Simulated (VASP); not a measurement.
Crystal: ZnS (Wurtzite-2H).

```
CELL_PARAMETERS angstrom
3.81100 0.00000 0.00000
-1.90550 3.30042 0.00000
0.00000 0.00000 6.23400
ATOMIC_POSITIONS crystal
Zn 0.66667 0.33333 0.50000
Zn 0.33333 0.66667 0.00000
S 0.66667 0.33333 0.88500
S 0.33333 0.66667 0.38500
```

| Item | Value |
| --- | --- |
| Program | VASP 6.6.1 |
| Task | relaxation of cell and atoms |
| Functional | AM05 |
| Potentials or basis | VASP PAW PBE potentials, release 64 (Zn, S) |
| Cutoff | 600 eV |
| k mesh | 8 × 8 × 5 |
| Occupations | fermi-dirac, width 0.05 eV |
| Spin | no spin polarisation |

At the start: pressure -0.5 GPa; volume 19.60 Å³/atom.

Problem. Where does the relaxation end?

Solution. Over 8 steps the energy falls by 5.4 meV/atom and the volume is 19.41 Å³/atom (-1.0 %); space group P6_3mc (No. 186, to 0.05 Å).

The path:
| step | energy change (eV) | largest force (eV/Å) | pressure (GPa) | volume (Å³) |
| --- | --- | --- | --- | --- |
| 1 | 0.0000 | 0.3032 | -0.54 | 78.41 |
| 2 | -0.0163 | 0.1168 | 0.00 | 77.67 |
| 3 | -0.0168 | 0.0693 | 0.17 | 77.51 |
| 4 | -0.0195 | 0.0374 | 0.04 | 77.65 |
| 5 | -0.0211 | 0.0389 | -0.29 | 77.96 |
| 6 | -0.0213 | 0.0184 | -0.22 | 77.88 |
| 7 | -0.0215 | 0.0100 | 0.18 | 77.50 |
| 8 | -0.0216 | 0.0013 | 0.03 | 77.65 |

Final structure:
```
Zn S
1.0
     3.79570    0.00000    0.00000
    -1.89785    3.28718    0.00000
     0.00000    0.00000    6.22361
Zn S
2 2
Direct
  0.66667 0.33333 0.50528
  0.33333 0.66667 0.00528
  0.66667 0.33333 0.87972
  0.33333 0.66667 0.37972
```

Caveat: the PAW data sets were made with another functional, which shifts forces and pressure a little.
